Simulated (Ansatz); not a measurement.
Results of r²SCAN (Ansatz, an electronic-structure program, plane waves, PAW) for rutile RuO2.

A relaxed, unreconstructed slab of the (100) face has 18 atoms, two equal faces of 13.918 Å² each and an energy of -42154.2824 eV. A bulk cell of 6 atoms with the same orientation and in-plane k mesh has -14052.4440 eV. Energies are extrapolated to zero smearing.

Numerical settings: plane-wave cutoff 500 eV, 10×14×1 k mesh (along the axes of the cell as run), Fermi–Dirac smearing 0.05 eV, scalar-relativistic PAW data made under PBE.

Worked out: γ = (E_slab − N E_bulk per atom)/2A = [-42154.2824 − 18 × (-14052.4440/6)]/(2 × 13.918) = 0.1096 eV/Å². With 16.022 J/m² per eV/Å² this is 1.76 J/m², or 1.52 eV per surface cell and face.
